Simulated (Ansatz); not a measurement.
Runs of Ansatz 0.2.0 on K. Symmetry: Im-3m, No. 229, cubic system. Conventional cell: a = 5.395 Å, b = 5.395 Å, c = 5.395 Å, α = 90.00°, β = 90.00°, γ = 90.00°. 

```csv
task,level,potentials or basis,spin,cell,k mesh,cutoff (eV),smearing,basis error allowed,gap on the mesh (eV),pressure (GPa),relaxed volume (Å³/atom)
band structure,RPBE+D4,"all-electron LAPW, relativistic spinors","SOC, no magnetisation",as given,5 × 5 × 5,57,cold 0.05 eV,0.0005 eV/atom,-,-0.2,-
relaxation of cell and atoms,revPBE,"all-electron LAPW, scalar-relativistic",off,relaxed,7 × 7 × 7,-,fermi-dirac 0.05 eV,0.001 eV/atom,-,0.0,78.52
single point,RPBE,"all-electron LAPW, scalar-relativistic",off,as given,7 × 7 × 7,52,gaussian 0.05 eV,0.001 eV/atom,none,0.1,-
single point,LDA,"all-electron LAPW, scalar-relativistic",off,as given,7 × 7 × 7,52,gaussian 0.1 eV,0.001 eV/atom,none,(b),-
relaxation of cell and atoms,revPBE+D3(BJ),"all-electron LAPW, scalar-relativistic",off,relaxed,7 × 7 × 7,-,fermi-dirac 0.05 eV,0.001 eV/atom,-,0.0,(a)
projected density of states,PBE-LDA,"all-electron LAPW, point nuclei","SOC, no magnetisation",as given,5 × 5 × 5,58,fermi-dirac 0.05 eV,0.0005 eV/atom,-,-0.1,-
single point,PBE,"all-electron LAPW, scalar-relativistic",off,as given,7 × 7 × 7,52,fermi-dirac 0.05 eV,0.001 eV/atom,none,-0.2,-
electron localisation function,revPBE+D3(BJ),all-electron PAW datasets made for the crystal,off,as given,7 × 7 × 7,180,gaussian 0.05 eV,-,none,-0.3,-
relaxation of cell and atoms,revPBE+D4,"all-electron LAPW, scalar-relativistic",off,relaxed,7 × 7 × 7,-,fermi-dirac 0.05 eV,0.001 eV/atom,-,0.0,75.26
```

Question: Fill in the values left out.

Answer: (a) 70.95; (b) -0.6.

Caveats: the k mesh is thin for a metal, which can move the energy by tens of meV per atom (some runs); pairwise dispersion overbinds metals, which lowers pressure and volume (some runs).

A k mesh can miss the band edges.

A gap of «none» marks a metal or a gap under the smearing width.

Not every run made on this cell is shown here.
